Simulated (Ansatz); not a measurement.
GeO$_{2}$:
```yaml
crystal:
  lattice:
    - [4.41246, 0.00000, 0.00000]
    - [0.00000, 4.41246, 0.00000]
    - [0.00000, 0.00000, 2.87074]
  atoms:
    - { symbol: Ge, position: [0.50000, 0.50000, 0.50000] }
    - { symbol: Ge, position: [0.00000, 0.00000, 0.00000] }
    - { symbol: O, position: [0.69397, 0.69397, 0.00000] }
    - { symbol: O, position: [0.30603, 0.30603, 0.00000] }
    - { symbol: O, position: [0.80603, 0.19397, 0.50000] }
    - { symbol: O, position: [0.19397, 0.80603, 0.50000] }
```

Tensor components refer to the Cartesian frame of this cell.

**Question.** Give the high-frequency dielectric tensor and the Born effective charge tensors of the independent atoms from DFPT, r²SCAN (plane waves, PAW; program Ansatz).

**Answer.** 
ε∞:
```
3.91  0.00  0.00
0.00  3.91  0.00
0.00  0.00  4.23
```
Z* of atom 1 (Ge), rows: field, columns: displacement, in e:
```
 4.13  -0.55   0.00
-0.55   4.13   0.00
 0.00   0.00   4.43
```
Z* of atom 3 (O), rows: field, columns: displacement, in e:
```
-2.06  -0.71   0.00
-0.71  -2.06   0.00
 0.00   0.00  -2.21
```

Static charges for comparison (Bader): Ge1 +2.60, O3 -1.30 e. Born charges measure polarisation by displacement and can exceed these by far.

Space group P4_2/mnm (rutile). The r²SCAN relaxation kept the symmetry of its start. Scalar-relativistic: spin–orbit coupling is off unless named, which matters more the heavier the elements.

Potentials: the earlier of the program's two PAW sets.
